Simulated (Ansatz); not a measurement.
# NbP: levels along high-symmetry lines

```yaml
crystal:
  lattice:
    - [-1.66250, 1.66250, 5.69000]
    - [1.66250, -1.66250, 5.69000]
    - [1.66250, 1.66250, -5.69000]
  atoms:
    - { symbol: Nb, position: [0.00000, 0.00000, 0.00000] }
    - { symbol: Nb, position: [0.75000, 0.25000, 0.50000] }
    - { symbol: P, position: [0.50000, 0.50000, 0.00000] }
    - { symbol: P, position: [0.25000, 0.75000, 0.50000] }
```

Atom numbers follow the list: Nb1, Nb2, P3, P4.

The cell comes from COD entry 9008973, which wasn't checked; take it as a given geometry.

Method: DFT, PBE, all-electron LAPW, scalar-relativistic (Ansatz 0.2.0).

Settings: a Γ-centred 17×17×17 k mesh, Fermi–Dirac smearing of 0.05 eV, basis error target 1 meV/atom, no spin polarisation.

Points in fractions of the reciprocal vectors of this cell: Γ (0, 0, 0), X (0, 0, 0.5), P (0.25, 0.25, 0.25), N (0, 0.5, 0), M (0.5, 0.5, -0.5), S (0.271, 0.729, -0.271), S0 (-0.271, 0.271, 0.271). The path joins them by straight lines in the order Γ–X–P–N–Γ–M–S–S0–Γ; legs that retrace an earlier one aren't tabulated. Energies are in eV from the Fermi level.

Question: Is there a gap?

Answer: none: bands cross the Fermi level, a metal.

Question: List the levels between -20 and 2.5 eV at the symmetry points.

Answer: 
Γ: -13.41, -11.71, -5.75, -3.63, -3.46, -1.78, -1.02 (×2), -0.83 (×2), -0.74, -0.27, 0.97, 1.10 (×2), 1.46 (×2)
X: -11.54 (×2), -4.02 (×2), -3.60 (×2), -2.62 (×2), -1.98 (×2), 0.97 (×2), 1.80 (×2)
P: -11.54 (×2), -4.06 (×2), -3.25 (×2), -3.20 (×2), -1.54 (×2), 0.58 (×2), 1.99 (×2)
N: -10.75, -9.90, -6.95, -6.88, -5.47, -4.97, -4.53, -2.95, -0.55, 0.54, 1.91, 1.93, 2.17
M: -12.65 (×2), -4.26 (×2), -3.37 (×2), -1.04 (×2), -0.69 (×2), -0.51 (×2), 0.26 (×2), 2.33 (×2)
S: -10.71, -10.12, -7.19, -6.36, -5.36, -4.94, -4.49, -3.23, -0.55, 0.41, 2.07, 2.08, 2.09
S0: -10.71, -10.12, -7.19, -6.36, -5.36, -4.94, -4.49, -3.23, -0.55, 0.41, 2.07, 2.08, 2.09
